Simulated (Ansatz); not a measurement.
The system is PtSe2 (Sudovikovite).

```
CELL_PARAMETERS angstrom
3.72400 0.00000 0.00000
-1.86200 3.22508 0.00000
0.00000 0.00000 5.06200
ATOMIC_POSITIONS crystal
Pt 0.00000 0.00000 0.00000
Se 0.66667 0.33333 0.75000
Se 0.33333 0.66667 0.25000
```

| Item | Value |
| --- | --- |
| Program | Ansatz 0.2.0 |
| Task | relaxation of cell and atoms |
| Functional | PBEsol |
| Dispersion | D4 |
| Potentials or basis | Ansatz PAW |
| Cutoff | 420 eV (not typed: the program's choice for these potentials) |
| k mesh | 8 × 8 × 5 |
| Occupations | fermi-dirac, width 0.05 eV |
| Spin | no spin polarisation |

At the start: volume 20.27 Å³/atom.

Where does the relaxation end?

It ends after 7 steps and the volume is 19.06 Å³/atom (-6.0 %); space group P-3m1 (No. 164, to 0.05 Å).

Step by step:
```
step  energy change (eV)  largest force (eV/Å)  volume (Å³)
   1              0.0000                0.3456        60.80
   2             -0.0306                0.3711        56.56
   3             -0.0569                0.0725        57.95
   4             -0.0585                0.1675        56.60
   5             -0.0621                0.0082        57.17
   6             -0.0621                0.0004        57.17
   7             -0.0613                0.0004        57.17
```

Final structure:
```xyz
3
Lattice="3.7448 0.0000 0.0000 -1.8724 3.2431 0.0000 0.0000 0.0000 4.7075" Properties=species:S:1:pos:R:3 pbc="T T T"
Pt    0.0000    0.0000    0.0000
Se    1.8724    1.0810    3.4403
Se    0.0000    2.1621    1.2672
```

Caveat: the plane-wave basis is chosen anew once the cell has moved, so the energies of steps on either side of that aren't comparable; pairwise dispersion overbinds metals, which lowers pressure and volume; the PAW data sets come from PBE, with cores solved anew for the run's functional, which leaves a small shift of forces and pressure.
